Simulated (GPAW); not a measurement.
# MoS2 (P6_3/mmc) in GPAW: settings compared

The runs below take MoS2 through single point, dielectric tensor, with TB-mBJ, PBE+U.

Everything below comes from runs of GPAW 26.7.0. Logs are shortened: lines on timing, memory, paths and dates and some standing lists are left out, and cuts for length are marked. The log counts tension as positive stress, the text compression.

**Experimental background.**

“Multiwavelength excitation Raman Scattering Analysis of bulk and 2 dimensional MoS2: Vibrational properties of atomically thin MoS2 layers”, 2015, arxiv:1506.03228 reports, for a bulk crystal of MoS2 at 300 K: band gap 1.3 eV (indirect).

The runs below are set against these values where they give the same quantity.

## (1) Starting point

It takes space group P6_3/mmc (No. 194, hexagonal). The conventional cell has a = 3.169 Å, b = 3.169 Å, c = 12.324 Å, α = 90.00°, β = 90.00°, γ = 120.00°. Mo (site symmetry -6m2) has 6 S at 2.41 Å as nearest neighbours. S (site symmetry 3m) is surrounded by 3 Mo at 2.41 Å.

## (2) Single point, TB-mBJ

Input file run.py:

```python
from ase import Atoms
from ase.dft.bandgap import bandgap
from ase.io import write
from gpaw import GPAW, PW

atoms = Atoms(['Mo', 'Mo', 'S', 'S', 'S', 'S'],
              cell=[[3.169, 0.0, 0.0],
                    [-1.5845, 2.7444345046, 0.0],
                    [0.0, 0.0, 12.324]],
              scaled_positions=[[0.6666666667, 0.3333333333, 0.75],
                                [0.3333333333, 0.6666666667, 0.25],
                                [0.6666666667, 0.3333333333, 0.377],
                                [0.3333333333, 0.6666666667, 0.877],
                                [0.6666666667, 0.3333333333, 0.123],
                                [0.3333333333, 0.6666666667, 0.623]],
              pbc=True)

calc = GPAW(mode=PW(600),
            xc='TB09',
            kpts={'size': (6, 6, 2), 'gamma': True},
            occupations={'name': 'fermi-dirac', 'width': 0.05},
            nbands=46,
            convergence={'density': 1e-05, 'energy': 1e-05},
            eigensolver='cg',
            maxiter=150,
            txt='gpaw.txt')
atoms.calc = calc
energy = atoms.get_potential_energy()
calc.write('gs.gpw')
write('result.traj', atoms)
print('Fermi level:', round(calc.get_fermi_level(), 4), 'eV')
print(f'Gap: {bandgap(calc)[0]:.4f} eV, direct: {bandgap(calc, direct=True)[0]:.4f} eV')
```

Potentials or basis: GPAW PAW data sets for LDA (gpaw-data 1.2.1), pw.

Launch:

```console
$ OMP_NUM_THREADS=1 python run.py
```

gpaw.txt:

```text
___ ___ ___ _ _ _
 |   |   |_  | | | |
 | | | | | . | | | |
 |__ |  _|___|_____|  26.7.0
 |___|_|

Input parameters:
  convergence: {density: 1e-05,
                energy: 1e-05}
  eigensolver: cg
  kpts: {gamma: True,
         size: (6, 6, 2)}
  maxiter: 150
  mode: {ecut: 600.0,
         name: pw}
  nbands: 46
  occupations: {name: fermi-dirac,
                width: 0.05}
  xc: TB09

System changes: positions, numbers, cell, pbc, initial_charges, initial_magmoms

Initialize ...

species:
  Mo:
    name:    Molybdenum
    Z:       42.0
    valence: 14
    core:    28
    charge:  0.0  # [|e|]
    compensation charges:
      type: gauss
      rc: 0.38  # [Å]
      lmax: 2
    cutoffs:
      filter: 2.16  # [Å]
      core: 1.42  # [Å]
    projectors
    | kind |    occ | energy [eV] | rcut [Å] |
    |------|--------|-------------|----------|
    |   4s |  2.000 |     -64.384 |    1.238 |
    |   5s |  1.000 |      -4.319 |    1.238 |
    |   4p |  6.000 |     -38.595 |    1.296 |
    |   5p |  0.000 |      -1.161 |    1.296 |
    |   4d |  5.000 |      -3.933 |    1.296 |
    |    d |        |      23.278 |    1.296 |

    Using partial waves for Mo as LCAO basis

  S:
    name:    Sulfur
    Z:       16.0
    valence: 6
    core:    10
    charge:  0.0  # [|e|]
    compensation charges:
      type: gauss
      rc: 0.24  # [Å]
      lmax: 2
    cutoffs:
      filter: 1.77  # [Å]
      core: 1.66  # [Å]
    projectors
    | kind |    occ | energy [eV] | rcut [Å] |
    |------|--------|-------------|----------|
    |   3s |  2.000 |     -17.278 |    0.974 |
    |   3p |  4.000 |      -7.106 |    0.979 |
    |    s |        |       9.933 |    0.974 |
    |    p |        |      20.105 |    0.979 |
    |    d |        |       0.000 |    0.900 |

    Using partial waves for S as LCAO basis

Reference energy: -263337.961849  # eV

Spin-paired calculation

Convergence criteria:
 Maximum [total energy] change in last 3 cyles: 1e-05 eV / valence electron
 Maximum integral of absolute [dens]ity change: 1e-05 electrons / valence electron
 Maximum integral of absolute [eigenst]ate change: 4e-08 eV^2 / valence electron
 Maximum number of scf [iter]ations: 150
 (Square brackets indicate name in SCF output, whereas a 'c' in
 the SCF output indicates the quantity has converged.)

Symmetries present (total): 12

  ( 1  1  0)  ( 1  1  0)  ( 1  0  0)  ( 1  0  0)  ( 0  1  0)  ( 0  1  0)
  ( 0 -1  0)  (-1  0  0)  ( 0  1  0)  (-1 -1  0)  ( 1  0  0)  (-1 -1  0)
  ( 0  0  1)  ( 0  0 -1)  ( 0  0  1)  ( 0  0 -1)  ( 0  0 -1)  ( 0  0  1)

  ( 0 -1  0)  ( 0 -1  0)  (-1  0  0)  (-1  0  0)  (-1 -1  0)  (-1 -1  0)
  ( 1  1  0)  (-1  0  0)  ( 1  1  0)  ( 0 -1  0)  ( 1  0  0)  ( 0  1  0)
  ( 0  0 -1)  ( 0  0  1)  ( 0  0  1)  ( 0  0 -1)  ( 0  0  1)  ( 0  0 -1)

72 k-points: 6 x 6 x 2 Monkhorst-Pack grid + [1/12,1/12,1/4]
14 k-points in the irreducible part of the Brillouin zone
       k-points in crystal coordinates                weights
   0:     0.00000000    0.00000000    0.00000000          1/72
   1:     0.00000000    0.00000000    0.50000000          1/72
   2:     0.16666667    0.00000000    0.00000000          6/72
   3:     0.16666667    0.00000000    0.50000000          6/72
   4:     0.33333333   -0.16666667    0.00000000          6/72
   5:     0.33333333   -0.16666667    0.50000000          6/72
   6:     0.33333333    0.00000000    0.00000000          6/72
   7:     0.33333333    0.00000000    0.50000000          6/72
   8:     0.33333333    0.33333333    0.00000000          2/72
   9:     0.33333333    0.33333333    0.50000000          2/72
          ...
  13:     0.50000000    0.50000000    0.50000000          3/72

Wave functions: Plane wave expansion
  Cutoff energy: 600.000 eV
  Number of coefficients (min, max): 3504, 3614
  Pulay-stress correction: 0.000000 eV/Ang^3 (de/decut=0.000000)
  Using FFTW library
  ScaLapack parameters: grid=1x1, blocksize=None
  Wavefunction extrapolation:
    Improved wavefunction reuse through dual PAW basis

Occupation numbers: Fermi-Dirac:
  width: 0.0500  # eV

Eigensolver
   CG(niter=4, rtol=3.0e-01)

Densities:
  Coarse grid: 18*18*70 grid
  Fine grid: 36*36*140 grid
  Total Charge: 0.000000

Density mixing:
  Method: separate
  Backend: msr1
  Linear mixing parameter: 0.05
  old densities: 10
  Width of damping distribution: 1.1
  Damping of long wavelength oscillations: 20

Hamiltonian:
  XC and Coulomb potentials evaluated on a 36*36*140 grid
  Using the TB09 Exchange-Correlation functional
  External potential:
    NoExternalPotential

XC parameters: TB09 with 2 nearest neighbor stencil

Number of atoms: 6
Number of atomic orbitals: 42
Number of bands in calculation: 46
Number of valence electrons: 52
Bands to converge: occupied

... initialized

Initializing position-dependent things.

Density initialized from atomic densities
Creating initial wave functions:
  42 bands from LCAO basis set
  4 bands from random numbers

        S

           Mo
        S

           S
        Mo

           S

Atomic positions and initial magnetic moments

Positions:
   0 Mo     1.584500    0.914812    9.243000    ( 0.0000,  0.0000,  0.0000)
   1 Mo    -0.000000    1.829623    3.081000    ( 0.0000,  0.0000,  0.0000)
   2 S      1.584500    0.914812    4.646148    ( 0.0000,  0.0000,  0.0000)
   3 S     -0.000000    1.829623   10.808148    ( 0.0000,  0.0000,  0.0000)
   4 S      1.584500    0.914812    1.515852    ( 0.0000,  0.0000,  0.0000)
   5 S     -0.000000    1.829623    7.677852    ( 0.0000,  0.0000,  0.0000)

Unit cell:
           periodic     x           y           z      points  spacing
  1. axis:    yes    3.169000    0.000000    0.000000    18     0.1525
  2. axis:    yes   -1.584500    2.744435    0.000000    18     0.1525
  3. axis:    yes    0.000000    0.000000   12.324000    70     0.1761

  Lengths:   3.169000   3.169000  12.324000
  Angles:   90.000000  90.000000 120.000000

Effective grid spacing dv^(1/3) = 0.1678

iter:   1  9094.091901
iter:   2  9106.203011   +1.91  -1.13
iter:   3  9104.275267   +0.69  -1.15
iter:   4  9104.690285   +0.28  -1.22
iter:   5  9104.659907   -0.51  -1.29
iter:   6  9105.766304   +0.01  -1.42
iter:   7  9107.542928   -1.36  -1.76
iter:   8  9109.039050   -1.67  -1.95
iter:   9  9109.045856   -0.98  -1.84
iter:  10  9108.757853   -1.31  -2.39
iter:  11  9108.695498   -1.77  -2.25
[... 23 lines left out ...]
iter:  35  9109.411704   -5.94  -4.15
iter:  36  9109.409004   -5.85  -4.39
iter:  37  9109.399998   -6.39  -4.25
iter:  38  9109.408592   -5.84  -4.10
iter:  39  9109.400540   -5.50  -4.04
iter:  40  9109.406134   -5.35  -3.98
iter:  41  9109.401004   -5.40  -4.19
iter:  42  9109.405996   -5.48  -4.03
iter:  43  9109.402627   -5.56  -4.28
iter:  44  9109.403075   -5.67  -4.13
iter:  45  9109.402836c  -5.95  -5.32c
iter:  46  9109.402923c  -6.35  -5.24c
iter:  47  9109.403191c  -6.74  -5.16c
iter:  48  9109.403181c  -7.24  -5.08c
iter:  49  9109.403156c  -7.65c -5.00c

Converged after 49 iterations.

Dipole moment: (-0.000000, -0.000000, -0.000000) |e|*Ang

Energy contributions relative to reference atoms: (reference = -263337.961849)

Kinetic:        -47.880443
Potential:      +37.951612
External:        +0.000000
XC:            +9121.863151
Entropy (-ST):   -0.000001
Local:           -2.531163
SIC:             +0.000000
--------------------------
Free energy:   +9109.403156
Extrapolated:  +9109.403156

Showing only first 2 kpts
 Kpt  Band  Eigenvalues  Occupancy
  0    24      7.04986    2.00000
  0    25      8.06038    1.99992
  0    26     10.33062    0.00000
  0    27     10.33064    0.00000

  1    24      7.80177    2.00000
  1    25      7.80186    2.00000
  1    26     10.33503    0.00000
  1    27     10.33505    0.00000

Fermi level: 8.56533

Gap: 1.117 eV
Transition (v -> c):
  (s=0, k=0, n=25, [0.00, 0.00, 0.00]) -> (s=0, k=4, n=26, [0.33, -0.17, 0.00])
Direct/indirect transitions are different
Direct gap: 1.682 eV
Transition at: (s=0, k=8, n=25, [0.33, 0.33, 0.00])
Writing to gs.gpw (mode='')
```

Wall time 5.5 min (1 thread of Arm Neoverse V2, shared host); peak memory 0.35 GiB.

Results:

```yaml
Band_gap_on_the_k_mesh: 1.12 eV, indirect (least direct gap 1.68 eV)
```

Levels at points of the mesh, in eV from the valence-band top:
| k point | band 22 | band 23 | band 24 | band 25 | band 26 | band 27 | band 28 | band 29 | band 30 | band 31 |
| --- | --- | --- | --- | --- | --- | --- | --- | --- | --- | --- |
| (0.00, 0.00, 0.00) | -2.20 | -2.20 | -1.25 | -1.01 | 0.00 | 2.27 | 2.27 | 2.30 | 2.30 | 2.37 |
| (0.00, 0.00, 0.50) | -2.22 | -2.22 | -2.22 | -0.26 | -0.26 | 2.27 | 2.27 | 2.27 | 2.27 | 2.46 |
| (0.50, 0.50, 0.00) | -2.52 | -1.75 | -1.57 | -1.22 | -1.13 | 1.66 | 1.70 | 2.13 | 2.35 | 3.14 |
| (0.50, 0.50, 0.50) | -2.65 | -1.66 | -1.66 | -1.17 | -1.17 | 1.68 | 1.68 | 2.24 | 2.24 | 3.49 |

Caveat: a model potential gives levels but no total energy.

(Continued in part 2 of 2.)
